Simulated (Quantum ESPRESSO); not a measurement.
# MgS (Niningerite) (Fm-3m) in Quantum ESPRESSO: further runs, part 4 of 4

Quantum ESPRESSO 7.5. Earlier steps stand in the parts before.

## (5) Phonons, RPBE

pw.in

```
&CONTROL
  calculation = 'scf'
  prefix = 'pwscf'
  outdir = './tmp'
  pseudo_dir = './pseudo'
  tprnfor = .true.
  tstress = .true.
  disk_io = 'low'
/
&SYSTEM
  ibrav = 0
  nat = 2
  ntyp = 2
  ecutwfc = 84
  nbnd = 14
  input_dft = 'rpbe'
  occupations = 'smearing'
  smearing = 'fd'
  degauss = 0.00367493
/
&ELECTRONS
  conv_thr = 4d-10
  electron_maxstep = 120
  mixing_beta = 0.5
/
ATOMIC_SPECIES
S     32.0600 S.upf
Mg    24.3050 Mg.upf
CELL_PARAMETERS angstrom
   0.0000000000    2.6016500000    2.6016500000
   2.6016500000    0.0000000000    2.6016500000
   2.6016500000    2.6016500000    0.0000000000
ATOMIC_POSITIONS crystal
S      0.5000000000    0.5000000000    0.5000000000
Mg     0.0000000000    0.0000000000    0.0000000000
K_POINTS automatic
6 6 6 1 1 1
```

relax.in

```
&CONTROL
  calculation = 'vc-relax'
  prefix = 'pwscf'
  outdir = './tmp'
  pseudo_dir = './pseudo'
  tprnfor = .true.
  tstress = .true.
  disk_io = 'low'
  nstep = 40
  forc_conv_thr = 0.0001
  etot_conv_thr = 1d-06
/
&SYSTEM
  ibrav = 0
  nat = 2
  ntyp = 2
  ecutwfc = 84
  nbnd = 14
  input_dft = 'rpbe'
  occupations = 'smearing'
  smearing = 'fd'
  degauss = 0.00367493
/
&ELECTRONS
  conv_thr = 4d-10
  electron_maxstep = 120
  mixing_beta = 0.5
/
&IONS
  ion_dynamics = 'bfgs'
/
&CELL
  cell_dynamics = 'bfgs'
  press = 0
  press_conv_thr = 0.2
/
ATOMIC_SPECIES
S     32.0600 S.upf
Mg    24.3050 Mg.upf
CELL_PARAMETERS angstrom
   0.0000000000    2.6016500000    2.6016500000
   2.6016500000    0.0000000000    2.6016500000
   2.6016500000    2.6016500000    0.0000000000
ATOMIC_POSITIONS crystal
S      0.5000000000    0.5000000000    0.5000000000
Mg     0.0000000000    0.0000000000    0.0000000000
K_POINTS automatic
6 6 6 1 1 1
```

scf2.in

```
&CONTROL
  calculation = 'scf'
  prefix = 'pwscf'
  outdir = './tmp'
  pseudo_dir = './pseudo'
  tprnfor = .true.
  tstress = .true.
  disk_io = 'low'
/
&SYSTEM
  ibrav = 0
  nat = 2
  ntyp = 2
  ecutwfc = 84
  nbnd = 14
  input_dft = 'rpbe'
  occupations = 'fixed'
/
&ELECTRONS
  conv_thr = 1d-13
  electron_maxstep = 120
  mixing_beta = 0.5
  startingpot = 'file'
  startingwfc = 'file'
/
ATOMIC_SPECIES
S     32.0600 S.upf
Mg    24.3050 Mg.upf
CELL_PARAMETERS angstrom
   0.0000000000    2.6378694694    2.6378694694
   2.6378694694    0.0000000000    2.6378694694
   2.6378694694    2.6378694694    0.0000000000
ATOMIC_POSITIONS crystal
S      0.5000000000    0.5000000000    0.5000000000
Mg     0.0000000000    0.0000000000    0.0000000000
K_POINTS automatic
6 6 6 1 1 1
```

ph.in

```
phonons of MgS
&INPUTPH
  prefix = 'pwscf'
  outdir = './tmp'
  tr2_ph = 1d-18
  fildyn = 'dyn'
  niter_ph = 90
  alpha_mix(1) = 0.7
  epsil = .true.
/
0.0000000000 0.0000000000 0.0000000000
```

dynmat.in

```
&INPUT
  fildyn = 'dyn'
  asr = 'crystal'
  lperm = .true.
  filout = 'dynmat.disp'
  fileig = 'dynmat.eig'
/
```

dynmat_lo.in

```
&INPUT
  fildyn = 'dyn'
  asr = 'crystal'
  filout = 'dynmat_lo.disp'
  fileig = 'dynmat_lo.eig'
  q(1) = 0
  q(2) = 0
  q(3) = 1
/
```

Potentials or basis: PseudoDojo 0.4.1 SR PBE standard.

The run is started by

```console
$ OMP_NUM_THREADS=1 mpirun -n 4 pw.x -nk 4 -in pw.in > pw.out
$ OMP_NUM_THREADS=1 mpirun -n 4 pw.x -nk 4 -in relax.in > relax.out
$ OMP_NUM_THREADS=1 mpirun -n 4 pw.x -nk 4 -in scf2.in > scf2.out
$ OMP_NUM_THREADS=1 mpirun -n 4 ph.x -nk 4 -in ph.in > ph.out
$ OMP_NUM_THREADS=1 mpirun -n 1 dynmat.x -in dynmat.in > dynmat.out
$ OMP_NUM_THREADS=1 mpirun -n 1 dynmat.x -in dynmat_lo.in > dynmat_lo.out
```

pw.out:

```text
This program is part of the open-source Quantum ESPRESSO suite
     for quantum simulation of materials; please cite
         "P. Giannozzi et al., J. Phys.:Condens. Matter 21 395502 (2009);
         "P. Giannozzi et al., J. Phys.:Condens. Matter 29 465901 (2017);
         "P. Giannozzi et al., J. Chem. Phys. 152 154105 (2020);
     in publications or presentations arising from this work. More details at

     IMPORTANT: XC functional enforced from input :
     Exchange-correlation= RPBE
                           (   1   4  44   4   0   0   0)
     Any further DFT definition will be discarded
     Please, verify this is what you really want

     Message from routine setup:
     using ibrav=0 with symmetry is DISCOURAGED, use correct ibrav instead

     K-points division:     npool     =       4
     Subspace diagonalization in iterative solution of the eigenvalue problem:
     a serial algorithm will be used

     G-vector sticks info
     --------------------
     sticks:   dense  smooth     PW     G-vecs:    dense   smooth      PW
     Sum        1123    1123    337                24693    24693    4015

     Using Slab Decomposition

     bravais-lattice index     =            0
     lattice parameter (alat)  =       6.9528  a.u.
     unit-cell volume          =     237.6694 (a.u.)^3
     number of atoms/cell      =            2
     number of atomic types    =            2
     number of electrons       =        16.00
     number of Kohn-Sham states=           14
     kinetic-energy cutoff     =      84.0000  Ry
     charge density cutoff     =     336.0000  Ry
[... 94 lines left out ...]
     Davidson diagonalization with overlap
     ethr =  1.00E-02,  avg # of iterations =  7.4

     Threshold (ethr) on eigenvalues was too large:
     Diagonalizing with lowered threshold

     Davidson diagonalization with overlap
     ethr =  6.21E-04,  avg # of iterations =  1.1

     total energy              =    -141.18329237 Ry
     estimated scf accuracy    <       0.09954009 Ry
[... 43 lines left out ...]
     iteration #  8     ecut=    84.00 Ry     beta= 0.50
     Davidson diagonalization with overlap
     ethr =  3.28E-11,  avg # of iterations =  2.0

     End of self-consistent calculation

          k = 0.0589 0.0589 0.0589 (  3092 PWs)   bands (ev):

   -68.4240 -35.2188 -35.2185 -35.2185  -6.1411   5.9186   6.3851   6.3851
    10.7285  14.2563  14.5898  14.5898  16.4512  16.4512
[... 73 lines left out ...]
   -68.4236 -35.2238 -35.2209 -35.2207  -4.5826   2.3912   4.5334   4.8299
     9.6850  11.2397  17.9351  18.1638  19.6595  20.7383

          k =-0.5303 0.1768-0.0589 (  3092 PWs)   bands (ev):

   -68.4236 -35.2232 -35.2209 -35.2202  -4.7803   2.6910   4.3654   4.9657
    10.8914  12.4473  15.1745  16.8303  18.8907  21.2473

          k =-0.4125 0.0589 0.0589 (  3094 PWs)   bands (ev):
[... 51 lines left out ...]
   -68.4236 -35.2241 -35.2203 -35.2195  -4.8061   2.0136   4.7059   5.6420
    11.8307  12.9906  14.1660  16.4927  19.2484  19.2616

     the Fermi energy is     7.6483 ev

!    total energy              =    -141.20039712 Ry
     estimated scf accuracy    <          2.0E-10 Ry
     smearing contrib. (-TS)   =      -0.00000000 Ry
     internal energy E=F+TS    =    -141.20039712 Ry

     The total energy is F=E-TS. E is the sum of the following terms:
     one-electron contribution =     -86.48352789 Ry
     hartree contribution      =      44.50171955 Ry
     xc contribution           =     -22.50511225 Ry
     ewald contribution        =     -76.71347653 Ry

     convergence has been achieved in   8 iterations

     Forces acting on atoms (cartesian axes, Ry/au):

     atom    1 type  1   force =     0.00000000    0.00000000    0.00000000
     atom    2 type  2   force =     0.00000000   -0.00000000   -0.00000000

     Total force =     0.000000     Total SCF correction =     0.000000

     Computing stress (Cartesian axis) and pressure

          total   stress  (Ry/bohr**3)                   (kbar)     P=       31.77
   0.00021595  -0.00000000  -0.00000000           31.77       -0.00       -0.00
  -0.00000000   0.00021595  -0.00000000           -0.00       31.77       -0.00
  -0.00000000  -0.00000000   0.00021595           -0.00       -0.00       31.77

=------------------------------------------------------------------------------=
   JOB DONE.
=------------------------------------------------------------------------------=
```

relax.out:

```text
This program is part of the open-source Quantum ESPRESSO suite
     for quantum simulation of materials; please cite
         "P. Giannozzi et al., J. Phys.:Condens. Matter 21 395502 (2009);
         "P. Giannozzi et al., J. Phys.:Condens. Matter 29 465901 (2017);
         "P. Giannozzi et al., J. Chem. Phys. 152 154105 (2020);
[... 1716 lines left out ...]
   0.00000000   0.00000210  -0.00000000            0.00        0.31       -0.00
   0.00000000  -0.00000000   0.00000210            0.00       -0.00        0.31

=------------------------------------------------------------------------------=
   JOB DONE.
=------------------------------------------------------------------------------=
```

Wall time 3 min (4 MPI ranks of Arm Neoverse V1, shared host); peak memory 0.44 GiB.

Results:

* Free energy: -1921.1438 eV
* Relaxed volume: 18.36 Å³/atom
* Relaxed cell: a = 3.731 Å, b = 3.731 Å, c = 3.731 Å, α = 60.00°, β = 60.00°, γ = 60.00°
* Space group after relaxing (to 0.05 Å): Fm-3m (No. 225)
* Pressure after relaxing: 0.0 GPa
* Electronic dielectric tensor (diagonal): 5.31
* Born charges (mean of the diagonal): S -2.37; Mg +2.37 e
* Highest phonon frequency at Γ, LO-TO splitting left out: 220 cm⁻¹
* Static dielectric tensor (diagonal): 16.71

The path:
```
step  energy change (eV)  largest force (eV/Å)  pressure (GPa)  volume (Å³)
   1              0.0000                0.0000            3.18        35.22
   2             -0.0090                0.0000            1.88        35.79
   3             -0.0138                0.0000            0.55        36.43
   4             -0.0143                0.0000            0.02        36.70
   5             -0.0143                0.0000            0.00        36.71
```

Final structure:
```yaml
crystal:
  lattice:
    - [0.00000, 2.63787, 2.63787]
    - [2.63787, 0.00000, 2.63787]
    - [2.63787, 2.63787, 0.00000]
  atoms:
    - { symbol: S, position: [0.50000, 0.50000, 0.50000] }
    - { symbol: Mg, position: [0.00000, 0.00000, 0.00000] }
```

Levels at points of the mesh, in eV from the valence-band top:
| k point | band 5 | band 6 | band 7 | band 8 | band 9 | band 10 | band 11 | band 12 |
| --- | --- | --- | --- | --- | --- | --- | --- | --- |
| (0.08, 0.08, 0.08) | -12.31 | -0.46 | 0.00 | 0.00 | 4.03 | 7.88 | 8.21 | 8.21 |

Phonon frequencies in cm⁻¹ (negative: imaginary):
```
              q point           frequencies
(0.000, 0.000, 0.000)  48 48 48 220 220 220
```

Electronic dielectric tensor:
```
5.31 0.00 0.00
0.00 5.31 0.00
0.00 0.00 5.31
```

Born effective charge tensors (e):
atom 1, S
```
-2.37  0.00  0.00
 0.00 -2.37  0.00
 0.00  0.00 -2.37
```
atom 2, Mg
```
2.37 0.00 0.00
0.00 2.37 0.00
0.00 0.00 2.37
```

Optical modes at Γ, degenerate ones joined, polar ones without the macroscopic field:
| cm⁻¹ | components | symmetry | active in | IR intensity, summed ((D/Å)²/amu) |
| --- | --- | --- | --- | --- |
| 218 | 3 | T1u | IR | 28.04 |

Zone-centre frequencies without and with the macroscopic field along z (cm⁻¹):
```csv
,optical modes in rising order
without,218 218 218
with the field,218 218 387
```

Static dielectric tensor, electrons and zone-centre modes:
```
16.71  0.00  0.00
 0.00 16.71  0.00
 0.00  0.00 16.71
```

Caveat: the potentials were made for another functional, which shifts forces and pressure; before the sum rule the acoustic modes lie tens of cm⁻¹ from zero, a sign that the density grid also shifts the optical modes.

## (6) The runs side by side

| level | potentials or basis | form of the LDA correlation | pressure (GPa) |
| --- | --- | --- | --- |
| LDA | PseudoDojo 0.4.1 SR LDA standard | PW92 | 0.0 |
| PBE | PseudoDojo 0.4.1 SR PBE standard | - | 0.0 |
| PBEsol | PseudoDojo 0.4.1 SR PBEsol standard | - | 0.0 |
| RPBE | PseudoDojo 0.4.1 SR PBE standard | - | 0.0 |

Alike in all rows: task phonons; no spin polarisation; cell relaxed; k mesh 6 × 6 × 6, shifted; cutoff (eV) 1143; smearing fermi-dirac 0.05 eV.

Caveats: before the sum rule the acoustic modes lie tens of cm⁻¹ from zero, a sign that the density grid also shifts the optical modes (some runs); the potentials were made for another functional, which shifts forces and pressure (some runs).

Total energies depend on the potentials used, so only differences within one code and one set of settings carry meaning.
